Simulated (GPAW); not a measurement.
**AlN in GPAW: the effect of functional**

Crystal: AlN.

```
CELL_PARAMETERS angstrom
0.00000 2.18399 2.18399
2.18399 0.00000 2.18399
2.18399 2.18399 0.00000
ATOMIC_POSITIONS crystal
Al 0.00000 0.00000 0.00000
N 0.25000 0.25000 0.25000
```

Measurements of this composition are mostly on another form, of space group No. 186.

Alike in all runs:

| Item | Value |
| --- | --- |
| Program | GPAW 26.7.0 |
| Task | dielectric tensor |
| Cutoff | 550 eV |
| Basis | pw |
| k mesh | 8 × 8 × 8 |
| Occupations | fermi-dirac, width 0.001 eV |
| Spin | no spin polarisation |

| functional | potentials or basis | gap on the mesh (eV) | dielectric constant (mean) |
| --- | --- | --- | --- |
| LDA | the program's PAW data sets (release 1.2.1) made for this functional | ? | ? |
| AM05 | PAW data sets generated in the run's folder for this functional | 3.16 | 4.44 |
| PBEsol | PAW data sets generated in the run's folder for this functional | 3.16 | 4.46 |

Problem. What does the run with functional LDA give?

Solution. gap on the mesh 3.22 eV; dielectric constant 4.42 mean.

Caveats: the long-wavelength limit can be off by a per cent or two.

A k mesh can miss the band edges.
